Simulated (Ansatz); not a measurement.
# CaS (rocksalt): zero-pressure volume and bulk modulus with r²SCAN, part 1 of 2

Aim: take the cell of CaS (rocksalt) to zero pressure with r²SCAN, then fit an equation of state.

Program: Ansatz 0.2.0. Level of theory: DFT r²SCAN, scalar-relativistic, plane waves, PAW. These are calculated values, not measurements.

## (1) The structure to begin with

Symmetry: Fm-3m, No. 225, cubic system. Conventional cell: a = 5.686 Å, b = 5.686 Å, c = 5.686 Å, α = 90.00°, β = 90.00°, γ = 90.00°. Ca (site symmetry m-3m) is surrounded by 6 S at 2.84 Å. S (site symmetry m-3m) has 6 Ca at 2.84 Å in its first shell of neighbours.

As a file:

```cif
data_structure
_symmetry_space_group_name_H-M 'Fm-3m'
_symmetry_Int_Tables_number 225
_cell_length_a 5.6860
_cell_length_b 5.6860
_cell_length_c 5.6860
_cell_angle_alpha 90.000
_cell_angle_beta 90.000
_cell_angle_gamma 90.000
_cell_volume 183.83
loop_
_atom_site_label
_atom_site_type_symbol
_atom_site_symmetry_multiplicity
_atom_site_Wyckoff_symbol
_atom_site_fract_x
_atom_site_fract_y
_atom_site_fract_z
_atom_site_occupancy
Ca1 Ca 4 b 0.50000 0.00000 0.00000 1
S1 S 4 a 0.00000 0.00000 0.00000 1
```

An earlier run on this cell at PBE gave 0.80 GPa at 22.979 Å³/atom (8×8×8 mesh), gap on the mesh 2.35 eV.

## (2) At the given cell

Contents of input.yaml:

```yaml
crystal:
  lattice:
    - [0.0, 2.8430011916, 2.8430011916]
    - [2.8430011916, 0.0, 2.8430011916]
    - [2.8430011916, 2.8430011916, 0.0]
  atoms:
    - { symbol: Ca, position: [0.5, 0.5, 0.5] }
    - { symbol: S, position: [0.0, 0.0, 0.0] }
basis:
  ecutwfc: 500
  ecutrho_ratio: 4
kpoints:
  mp_grid: { grid: [8, 8, 8] }
hamiltonian:
  xc: r2scan
scf:
  occupations: { method: gaussian, width: 0.05 }
output:
  forces: true
  stress: true
  eigenvalues: true
```

The run is started by

```
> ansatz run input.yaml --threads 4 --pin off --max-ram 8192MiB --backend cpu --events-out ev --progress --plain --runs-dir out
```

The program printed:

```text
Warning: RAYON_NUM_THREADS=4 ignored (pool sized by the plan → 4); use --threads N
Engine: ansatz 0.2.0, aarch64-unknown-linux-gnu
Pseudopotentials: kind: paw
Pseudopotential: Ca, paw, valence charge 10, recommended cutoff 500 eV (meta_gga), Ca.paw.azcp
Pseudopotential: S, paw, valence charge 6, recommended cutoff 500 eV (meta_gga), S.paw.azcp
Functional definition: r2SCAN
  parameter k0 = 0.174
  parameter k1 = 0.065
  parameter a1 = 4.9479
  exchange = r2scan_x(k0 = k0, k1 = k1, a1 = a1)
  correlation = r2scan_c
Crystal: 2 atoms, lattice volume = 45.958 Å³
Basis set: ecut = 500 eV, 1211 PW (Γ), exchange–correlation on 120×120×120 points (64 copies of the dense FFT grid, shifted against one another)
Bands: 12, of which v1, the nominal top of the filled ones, is band 8 counted from 1 (7 counted from 0)
Symmetry: 48 space group operations
Space group: Fm-3m (ITA 225), of the structure as read, at distance tolerance 3.6e-5 Å
k-points: 29 of 512
Non-local potential: Ca, projectors of the file, l = 0: 3, l = 1: 2, l = 2: 2
Non-local potential: S, projectors of the file, l = 0: 2, l = 1: 2, l = 2: 2
PAW form: soft (Blöchl's): semilocal exchange-correlation on the pseudo side does not see the compensation charge
PAW frozen core: Ca, regenerated for the run's functional (the file was generated under x = pbe(κ = 0.804, μ = 0.2195149727645171), c = pbe(β = 0.06672455060314922))
PAW frozen core: S, regenerated for the run's functional (the file was generated under x = pbe(κ = 0.804, μ = 0.2195149727645171), c = pbe(β = 0.06672455060314922))
PAW one-centre angular grid: Ca, 302 points (default); XC on 160 Gauss nodes
PAW one-centre angular grid: S, 302 points (default); XC on 160 Gauss nodes
Initial density: superposition of atomic densities (neutral atoms: chi_scale 0, normalization atom), corrected by the library's trained network
Initial wavefunctions: pseudopotential atomic-orbital guess
Functional: x = r2scan, c = r2scan; τ floored in thin density (d = 2e-4 eV/Å³)
SCF iter   1: F=—  HF=-2732.365254 eV  |F-HF|=—  |Δ(HF+E_count)|=         —  Δρ=5.28e-3  dr2=1.10e-2  dr2_τ=8.27e-3  ethr=1.77e-3  ⟨swp⟩=7.0  Hψ=2525  notcnv=0
preconditioner: auto → none  [insulator: Δε(μ)=2.838 eV  Ē_g=10.111 eV  σ=0.050 eV  W_gap=1.00  n_scr=14 (ndim 8)  ℏωp=15.5 eV  f_vac=0.000  D(μ)=0.00/eV (n_scr^D=0)  ε∞_Penn≈3.3]
SCF iter   2: F=—  HF=-2732.410982 eV  |F-HF|=—  |Δ(HF+E_count)|=   4.57e-2  Δρ=2.18e-3  dr2=1.09e-3  dr2_τ=1.28e-4  ethr=6.88e-5  ⟨swp⟩=2.0  Hψ=900  notcnv=0
SCF iter   3: F=—  HF=-2732.411162 eV  |F-HF|=—  |Δ(HF+E_count)|=   1.80e-4  Δρ=7.35e-4  dr2=1.38e-4  dr2_τ=1.85e-5  ethr=6.79e-6  ⟨swp⟩=2.0  Hψ=543  notcnv=0
SCF iter   4: F=—  HF=-2732.411204 eV  |F-HF|=—  |Δ(HF+E_count)|=   4.15e-5  Δρ=1.16e-4  dr2=5.32e-6  dr2_τ=1.42e-6  ethr=8.64e-7  ⟨swp⟩=2.8  Hψ=579  notcnv=0
SCF iter   5: F=—  HF=-2732.411202 eV  |F-HF|=—  |Δ(HF+E_count)|=   1.39e-6  Δρ=2.01e-5  dr2=6.09e-8  dr2_τ=1.81e-8  ethr=3.33e-8  ⟨swp⟩=2.0  Hψ=460  notcnv=0
SCF iter   6: F=-2732.411202 eV  HF=-2732.411202 eV  |F-HF|=2.00e-11  |Δ(HF+E_count)|=   6.15e-8  Δρ=2.56e-6  dr2=2.59e-9  dr2_τ=1.41e-10  ethr=3.81e-10  ⟨swp⟩=2.6  Hψ=1304  notcnv=0
SCF 1 converged in 6 iterations: F = -2732.411202 eV  dr2 = 2.59e-9
SCF converged after 6 iterations
Free energy (F): -2732.411202 eV
Harris-Foulkes:  -2732.411202 eV  (|F-HF|=2.00e-11)
Internal energy: -2732.411202 eV  (E = F + TS)
E sigma→0 (E₀):  -2732.411202 eV
Fermi energy:    7.171834 eV
--- Per-component energies (eV) ---
  E_band       = -145.496906
  E_kinetic    = 386.294833
  E_local      = -819.530779  (includes V_loc(G=0)·N_el)
  E_nonlocal   = 91.042848
  E_hartree    = 268.756641
  E_xc         = -230.221475
  E_vxc        = -290.555618  (∫ρ·V_xc dr)
  E_paw        = -1473.289143  (= ΣΔE_a)
  E_vpaw       = -66.313407  (= ΣTr[D̂ρ^β])
  E_aug_tail   = -0.000003  (compensation charges beyond the density's cutoff)
  E_vtau       = 16.051501  (kinetic-family band-sum trace: ∫τ·v_τ [+ j·A + Jᵃ·Aᵃ] dr)
  E_ewald      = -955.133691
  E_core_change = -0.330432  (= ΣΔE_core)
  E_smearing   = -0.000000  (= −TS)
  E_closure    = -0.000000  (closes the sum)
  Σ components = -2732.411202   (vs F -2732.411202, Δ=0.00e0)
--- Forces (eV/Å), atoms counted from 1 ---
  atom   1  Ca     0.00000000    -0.00000000    -0.00000000
  atom   2  S     -0.00000000    -0.00000000    -0.00000000
  max |Σ_I F_I| component: 3.49e-29 eV/Å
--- Stress (GPa, compression-positive) ---
        0.318054       0.000000       0.000000
       -0.000000       0.318054      -0.000000
       -0.000000       0.000000       0.318054
  P = ⅓ Tr σ = 0.3181 GPa (3.181 kbar)
--- Band table (eV; the first three rows and the last of 29) ---
  k-point 0: bands = ["-34.9389", "-15.0363", "-15.0363", "-15.0363", "-6.0307", "5.7772", "5.7772", "5.7772", "10.4371", "10.4371", "10.4371", "10.7371"]
  k-point 1: bands = ["-34.9372", "-15.0625", "-15.0381", "-15.0381", "-5.9191", "5.1358", "5.5549", "5.5549", "10.4681", "10.6762", "10.6762", "11.4637"]
  k-point 2: bands = ["-34.9332", "-15.1244", "-15.0425", "-15.0425", "-5.6361", "3.9616", "5.1099", "5.1099", "10.6058", "11.2852", "11.2852", "12.5519"]
  k-point 28: bands = ["-34.9238", "-15.1224", "-15.1224", "-15.0967", "-5.2651", "3.9659", "3.9659", "4.2141", "11.1299", "11.1299", "12.4246", "12.8671"]
```

Run time: 1.4 s. Hardware: 4 threads of Arm Neoverse N1, shared host; peak memory 0.41 GiB.

Read off: volume 22.979 Å³/atom, pressure 0.32 GPa, gap on the mesh 2.79 eV.

## (3) Stepping to 23.071 Å³/atom

input.yaml: that of step 2 with these lines changed.

```diff
@@ -2,5 +2,5 @@
   lattice:
-    - [0.0, 2.8430011916, 2.8430011916]
-    - [2.8430011916, 0.0, 2.8430011916]
-    - [2.8430011916, 2.8430011916, 0.0]
+    - [0.0, 2.8467868168, 2.8467868168]
+    - [2.8467868168, 0.0, 2.8467868168]
+    - [2.8467868168, 2.8467868168, 0.0]
   atoms:
```

The run is started by

```
> ansatz run input.yaml --threads 4 --pin off --max-ram 8192MiB --backend cpu --events-out ev --progress --plain --runs-dir out
```

The program printed:

```text
Warning: RAYON_NUM_THREADS=4 ignored (pool sized by the plan → 4); use --threads N
[... 10 set-up lines as earlier in the session ...]
Crystal: 2 atoms, lattice volume = 46.142 Å³
Basis set: ecut = 500 eV, 1211 PW (Γ), exchange–correlation on 120×120×120 points (64 copies of the dense FFT grid, shifted against one another)
Bands: 12, of which v1, the nominal top of the filled ones, is band 8 counted from 1 (7 counted from 0)
[... 2 set-up lines as earlier in the session ...]
k-points: 29 of 512
[... 10 set-up lines as earlier in the session ...]
SCF iter   1: F=—  HF=-2732.365933 eV  |F-HF|=—  |Δ(HF+E_count)|=         —  Δρ=5.29e-3  dr2=1.11e-2  dr2_τ=8.16e-3  ethr=1.77e-3  ⟨swp⟩=7.0  Hψ=2531  notcnv=0
preconditioner: auto → none  [insulator: Δε(μ)=2.848 eV  Ē_g=10.094 eV  σ=0.050 eV  W_gap=1.00  n_scr=14 (ndim 8)  ℏωp=15.5 eV  f_vac=0.000  D(μ)=0.00/eV (n_scr^D=0)  ε∞_Penn≈3.3]
SCF iter   2: F=—  HF=-2732.411203 eV  |F-HF|=—  |Δ(HF+E_count)|=   4.53e-2  Δρ=2.18e-3  dr2=1.09e-3  dr2_τ=1.30e-4  ethr=6.94e-5  ⟨swp⟩=2.0  Hψ=900  notcnv=0
SCF iter   3: F=—  HF=-2732.411379 eV  |F-HF|=—  |Δ(HF+E_count)|=   1.76e-4  Δρ=7.40e-4  dr2=1.42e-4  dr2_τ=1.88e-5  ethr=6.80e-6  ⟨swp⟩=2.0  Hψ=541  notcnv=0
SCF iter   4: F=—  HF=-2732.411420 eV  |F-HF|=—  |Δ(HF+E_count)|=   4.15e-5  Δρ=1.19e-4  dr2=5.44e-6  dr2_τ=1.49e-6  ethr=8.89e-7  ⟨swp⟩=2.8  Hψ=579  notcnv=0
SCF iter   5: F=—  HF=-2732.411421 eV  |F-HF|=—  |Δ(HF+E_count)|=   5.12e-7  Δρ=2.01e-5  dr2=5.97e-8  dr2_τ=1.82e-8  ethr=3.40e-8  ⟨swp⟩=2.0  Hψ=459  notcnv=0
SCF iter   6: F=-2732.411421 eV  HF=-2732.411421 eV  |F-HF|=8.87e-11  |Δ(HF+E_count)|=   6.28e-8  Δρ=2.52e-6  dr2=2.38e-9  dr2_τ=1.49e-10  ethr=3.73e-10  ⟨swp⟩=2.6  Hψ=1298  notcnv=0
SCF 1 converged in 6 iterations: F = -2732.411421 eV  dr2 = 2.38e-9
SCF converged after 6 iterations
Free energy (F): -2732.411421 eV
Harris-Foulkes:  -2732.411421 eV  (|F-HF|=8.87e-11)
Internal energy: -2732.411421 eV  (E = F + TS)
E sigma→0 (E₀):  -2732.411421 eV
Fermi energy:    7.134970 eV
--- Per-component energies (eV) ---
  E_band       = -146.205554
  E_kinetic    = 386.168769
  E_local      = -821.259088  (includes V_loc(G=0)·N_el)
  E_nonlocal   = 91.028537
  E_hartree    = 269.301935
  E_xc         = -230.175666
  E_vxc        = -290.497062  (∫ρ·V_xc dr)
  E_paw        = -1473.281906  (= ΣΔE_a)
  E_vpaw       = -66.306185  (= ΣTr[D̂ρ^β])
  E_aug_tail   = -0.000003  (compensation charges beyond the density's cutoff)
  E_vtau       = 16.055138  (kinetic-family band-sum trace: ∫τ·v_τ [+ j·A + Jᵃ·Aᵃ] dr)
  E_ewald      = -953.863565
  E_core_change = -0.330432  (= ΣΔE_core)
  E_smearing   = -0.000000  (= −TS)
  E_closure    = -0.000000  (closes the sum)
  Σ components = -2732.411421   (vs F -2732.411421, Δ=0.00e0)
--- Forces (eV/Å), atoms counted from 1 ---
  atom   1  Ca     0.00000000    -0.00000000    -0.00000000
  atom   2  S     -0.00000000    -0.00000000    -0.00000000
  max |Σ_I F_I| component: 4.29e-29 eV/Å
--- Stress (GPa, compression-positive) ---
        0.069791       0.000000      -0.000000
        0.000000       0.069791      -0.000000
       -0.000000       0.000000       0.069791
  P = ⅓ Tr σ = 0.0698 GPa (0.698 kbar)
--- Band table (eV; the first three rows and the last of 29) ---
  k-point 0: bands = ["-34.9946", "-15.0915", "-15.0915", "-15.0915", "-6.0587", "5.7358", "5.7358", "5.7358", "10.3965", "10.3965", "10.3965", "10.6686"]
  k-point 1: bands = ["-34.9930", "-15.1171", "-15.0932", "-15.0932", "-5.9482", "5.0969", "5.5153", "5.5153", "10.4248", "10.6342", "10.6342", "11.3956"]
  k-point 2: bands = ["-34.9890", "-15.1779", "-15.0975", "-15.0975", "-5.6681", "3.9277", "5.0736", "5.0736", "10.5608", "11.2400", "11.2400", "12.4983"]
  k-point 28: bands = ["-34.9799", "-15.1761", "-15.1761", "-15.1507", "-5.2993", "3.9319", "3.9319", "4.1809", "11.0841", "11.0841", "12.3707", "12.8083"]
```

Wall time 1.5 s (4 threads of Arm Neoverse N1, shared host); peak memory 0.41 GiB.

Result: volume 23.071 Å³/atom, pressure 0.07 GPa, mesh gap 2.80 eV.

## (4) Volume × 0.98 of the new zero

input.yaml: that of step 3 with these lines changed.

```diff
@@ -2,5 +2,5 @@
   lattice:
-    - [0.0, 2.8467868168, 2.8467868168]
-    - [2.8467868168, 0.0, 2.8467868168]
-    - [2.8467868168, 2.8467868168, 0.0]
+    - [0.0, 2.8276802893, 2.8276802893]
+    - [2.8276802893, 0.0, 2.8276802893]
+    - [2.8276802893, 2.8276802893, 0.0]
   atoms:
```

The run is started by

```
> ansatz run input.yaml --threads 4 --pin off --max-ram 8192MiB --backend cpu --events-out ev --progress --plain --runs-dir out
```

The program printed:

```text
Warning: RAYON_NUM_THREADS=4 ignored (pool sized by the plan → 4); use --threads N
[... 10 set-up lines as earlier in the session ...]
Crystal: 2 atoms, lattice volume = 45.219 Å³
Basis set: ecut = 500 eV, 1139 PW (Γ), exchange–correlation on 120×120×120 points (64 copies of the dense FFT grid, shifted against one another)
Bands: 12, of which v1, the nominal top of the filled ones, is band 8 counted from 1 (7 counted from 0)
[... 2 set-up lines as earlier in the session ...]
k-points: 29 of 512
[... 10 set-up lines as earlier in the session ...]
SCF iter   1: F=—  HF=-2732.359426 eV  |F-HF|=—  |Δ(HF+E_count)|=         —  Δρ=5.31e-3  dr2=1.09e-2  dr2_τ=8.78e-3  ethr=1.77e-3  ⟨swp⟩=7.0  Hψ=2530  notcnv=0
preconditioner: auto → none  [insulator: Δε(μ)=2.797 eV  Ē_g=10.177 eV  σ=0.050 eV  W_gap=1.00  n_scr=14 (ndim 8)  ℏωp=15.6 eV  f_vac=0.000  D(μ)=0.00/eV (n_scr^D=0)  ε∞_Penn≈3.4]
SCF iter   2: F=—  HF=-2732.407117 eV  |F-HF|=—  |Δ(HF+E_count)|=   4.77e-2  Δρ=2.20e-3  dr2=1.07e-3  dr2_τ=1.28e-4  ethr=6.79e-5  ⟨swp⟩=2.0  Hψ=900  notcnv=0
SCF iter   3: F=—  HF=-2732.407304 eV  |F-HF|=—  |Δ(HF+E_count)|=   1.87e-4  Δρ=7.48e-4  dr2=1.39e-4  dr2_τ=1.85e-5  ethr=6.70e-6  ⟨swp⟩=2.0  Hψ=535  notcnv=0
SCF iter   4: F=—  HF=-2732.407347 eV  |F-HF|=—  |Δ(HF+E_count)|=   4.30e-5  Δρ=1.13e-4  dr2=5.03e-6  dr2_τ=1.35e-6  ethr=8.70e-7  ⟨swp⟩=2.8  Hψ=592  notcnv=0
SCF iter   5: F=—  HF=-2732.407349 eV  |F-HF|=—  |Δ(HF+E_count)|=   1.80e-6  Δρ=1.97e-5  dr2=5.63e-8  dr2_τ=1.73e-8  ethr=3.14e-8  ⟨swp⟩=2.0  Hψ=460  notcnv=0
SCF iter   6: F=-2732.407349 eV  HF=-2732.407349 eV  |F-HF|=1.04e-10  |Δ(HF+E_count)|=   5.75e-8  Δρ=2.52e-6  dr2=2.31e-9  dr2_τ=1.52e-10  ethr=3.52e-10  ⟨swp⟩=2.5  Hψ=1297  notcnv=0
SCF 1 converged in 6 iterations: F = -2732.407349 eV  dr2 = 2.31e-9
SCF converged after 6 iterations
Free energy (F): -2732.407349 eV
Harris-Foulkes:  -2732.407349 eV  (|F-HF|=1.04e-10)
Internal energy: -2732.407349 eV  (E = F + TS)
E sigma→0 (E₀):  -2732.407349 eV
Fermi energy:    7.322902 eV
--- Per-component energies (eV) ---
  E_band       = -142.595970
  E_kinetic    = 386.814815
  E_local      = -812.502688  (includes V_loc(G=0)·N_el)
  E_nonlocal   = 91.102288
  E_hartree    = 266.545836
  E_xc         = -230.409298
  E_vxc        = -290.796242  (∫ρ·V_xc dr)
  E_paw        = -1473.319082  (= ΣΔE_a)
  E_vpaw       = -66.343310  (= ΣTr[D̂ρ^β])
  E_aug_tail   = -0.000003  (compensation charges beyond the density's cutoff)
  E_vtau       = 16.037005  (kinetic-family band-sum trace: ∫τ·v_τ [+ j·A + Jᵃ·Aᵃ] dr)
  E_ewald      = -960.308785
  E_core_change = -0.330432  (= ΣΔE_core)
  E_smearing   = -0.000000  (= −TS)
  E_closure    = 0.000000  (closes the sum)
  Σ components = -2732.407349   (vs F -2732.407349, Δ=0.00e0)
--- Forces (eV/Å), atoms counted from 1 ---
  atom   1  Ca     0.00000000     0.00000000    -0.00000000
  atom   2  S     -0.00000000     0.00000000    -0.00000000
  max |Σ_I F_I| component: 3.68e-29 eV/Å
--- Stress (GPa, compression-positive) ---
        1.368993       0.000000       0.000000
        0.000000       1.368993       0.000000
        0.000000       0.000000       1.368993
  P = ⅓ Tr σ = 1.3690 GPa (13.690 kbar)
--- Band table (eV; the first three rows and the last of 29) ---
  k-point 0: bands = ["-34.7112", "-14.8111", "-14.8111", "-14.8111", "-5.9157", "5.9475", "5.9475", "5.9475", "10.6031", "10.6031", "10.6031", "11.0186"]
  k-point 1: bands = ["-34.7094", "-14.8394", "-14.8130", "-14.8130", "-5.7995", "5.2959", "5.7174", "5.7174", "10.6441", "10.8474", "10.8474", "11.6916"]
  k-point 2: bands = ["-34.7050", "-14.9062", "-14.8176", "-14.8176", "-5.5046", "4.1008", "5.2591", "5.2591", "10.7895", "11.4698", "11.4698", "12.7715"]
  k-point 28: bands = ["-34.6948", "-14.9033", "-14.9033", "-14.8761", "-5.1246", "4.1058", "4.1058", "4.3504", "11.3171", "11.3171", "12.6450", "13.1079"]
```

Wall time 1.5 s (4 threads of Arm Neoverse N1, shared host); peak memory 0.41 GiB.

Result: volume 22.609 Å³/atom, pressure 1.37 GPa, mesh gap 2.75 eV.

## (5) Volume × 1.02 of the new zero

input.yaml: that of step 4 with these lines changed.

```diff
@@ -2,5 +2,5 @@
   lattice:
-    - [0.0, 2.8276802893, 2.8276802893]
-    - [2.8276802893, 0.0, 2.8276802893]
-    - [2.8276802893, 2.8276802893, 0.0]
+    - [0.0, 2.8656402591, 2.8656402591]
+    - [2.8656402591, 0.0, 2.8656402591]
+    - [2.8656402591, 2.8656402591, 0.0]
   atoms:
```

The run is started by

```
> ansatz run input.yaml --threads 4 --pin off --max-ram 8192MiB --backend cpu --events-out ev --progress --plain --runs-dir out
```

The program printed:

```text
Warning: RAYON_NUM_THREADS=4 ignored (pool sized by the plan → 4); use --threads N
[... 10 set-up lines as earlier in the session ...]
Crystal: 2 atoms, lattice volume = 47.065 Å³
Basis set: ecut = 500 eV, 1243 PW (Γ), exchange–correlation on 120×120×120 points (64 copies of the dense FFT grid, shifted against one another)
Bands: 12, of which v1, the nominal top of the filled ones, is band 8 counted from 1 (7 counted from 0)
[... 2 set-up lines as earlier in the session ...]
k-points: 29 of 512
[... 10 set-up lines as earlier in the session ...]
SCF iter   1: F=—  HF=-2732.365298 eV  |F-HF|=—  |Δ(HF+E_count)|=         —  Δρ=5.26e-3  dr2=1.13e-2  dr2_τ=7.60e-3  ethr=1.77e-3  ⟨swp⟩=7.0  Hψ=2536  notcnv=0
preconditioner: auto → none  [insulator: Δε(μ)=2.895 eV  Ē_g=10.012 eV  σ=0.050 eV  W_gap=1.00  n_scr=14 (ndim 8)  ℏωp=15.3 eV  f_vac=0.000  D(μ)=0.00/eV (n_scr^D=0)  ε∞_Penn≈3.3]
SCF iter   2: F=—  HF=-2732.408189 eV  |F-HF|=—  |Δ(HF+E_count)|=   4.29e-2  Δρ=2.16e-3  dr2=1.12e-3  dr2_τ=1.32e-4  ethr=7.05e-5  ⟨swp⟩=2.0  Hψ=899  notcnv=0
SCF iter   3: F=—  HF=-2732.408351 eV  |F-HF|=—  |Δ(HF+E_count)|=   1.63e-4  Δρ=7.32e-4  dr2=1.47e-4  dr2_τ=1.94e-5  ethr=6.97e-6  ⟨swp⟩=2.0  Hψ=552  notcnv=0
SCF iter   4: F=—  HF=-2732.408391 eV  |F-HF|=—  |Δ(HF+E_count)|=   3.97e-5  Δρ=1.27e-4  dr2=5.76e-6  dr2_τ=1.66e-6  ethr=9.19e-7  ⟨swp⟩=2.7  Hψ=545  notcnv=0
SCF iter   5: F=—  HF=-2732.408392 eV  |F-HF|=—  |Δ(HF+E_count)|=   6.24e-7  Δρ=2.05e-5  dr2=6.28e-8  dr2_τ=1.93e-8  ethr=3.60e-8  ⟨swp⟩=2.0  Hψ=457  notcnv=0
SCF iter   6: F=-2732.408392 eV  HF=-2732.408392 eV  |F-HF|=1.95e-10  |Δ(HF+E_count)|=   7.38e-8  Δρ=2.59e-6  dr2=2.35e-9  dr2_τ=1.75e-10  ethr=3.92e-10  ⟨swp⟩=2.7  Hψ=1302  notcnv=0
SCF 1 converged in 6 iterations: F = -2732.408392 eV  dr2 = 2.35e-9
SCF converged after 6 iterations
Free energy (F): -2732.408392 eV
Harris-Foulkes:  -2732.408392 eV  (|F-HF|=1.95e-10)
Internal energy: -2732.408392 eV  (E = F + TS)
E sigma→0 (E₀):  -2732.408392 eV
Fermi energy:    6.954047 eV
--- Per-component energies (eV) ---
  E_band       = -149.687885
  E_kinetic    = 385.554794
  E_local      = -829.818476  (includes V_loc(G=0)·N_el)
  E_nonlocal   = 90.959549
  E_hartree    = 272.011963
  E_xc         = -229.950939
  E_vxc        = -290.210528  (∫ρ·V_xc dr)
  E_paw        = -1473.246882  (= ΣΔE_a)
  E_vpaw       = -66.271201  (= ΣTr[D̂ρ^β])
  E_aug_tail   = -0.000003  (compensation charges beyond the density's cutoff)
  E_vtau       = 16.073568  (kinetic-family band-sum trace: ∫τ·v_τ [+ j·A + Jᵃ·Aᵃ] dr)
  E_ewald      = -947.587966
  E_core_change = -0.330432  (= ΣΔE_core)
  E_smearing   = -0.000000  (= −TS)
  E_closure    = 0.000000  (closes the sum)
  Σ components = -2732.408392   (vs F -2732.408392, Δ=0.00e0)
--- Forces (eV/Å), atoms counted from 1 ---
  atom   1  Ca     0.00000000    -0.00000000    -0.00000000
  atom   2  S     -0.00000000    -0.00000000    -0.00000000
  max |Σ_I F_I| component: 3.92e-29 eV/Å
--- Stress (GPa, compression-positive) ---
       -1.102659       0.000000      -0.000000
        0.000000      -1.102659       0.000000
        0.000000      -0.000000      -1.102659
  P = ⅓ Tr σ = -1.1027 GPa (-11.027 kbar)
--- Band table (eV; the first three rows and the last of 29) ---
  k-point 0: bands = ["-35.2692", "-15.3630", "-15.3630", "-15.3630", "-6.1959", "5.5329", "5.5329", "5.5329", "10.1962", "10.1962", "10.1962", "10.3332"]
  k-point 1: bands = ["-35.2677", "-15.3863", "-15.3646", "-15.3646", "-6.0908", "4.9063", "5.3214", "5.3214", "10.2105", "10.4276", "10.4276", "11.0636"]
  k-point 2: bands = ["-35.2641", "-15.4417", "-15.3686", "-15.3686", "-5.8244", "3.7620", "4.8954", "4.8954", "10.3392", "11.0174", "11.0174", "12.2343"]
  k-point 28: bands = ["-35.2559", "-15.4407", "-15.4407", "-15.4171", "-5.4666", "3.7658", "3.7658", "4.0184", "10.8588", "10.8588", "12.1058", "12.5189"]
```

Wall time 1.6 s (4 threads of Arm Neoverse N1, shared host); peak memory 0.41 GiB.

Result: volume 23.532 Å³/atom, pressure -1.10 GPa, gap on the mesh 2.84 eV.

(Continued in part 2 of 2.)
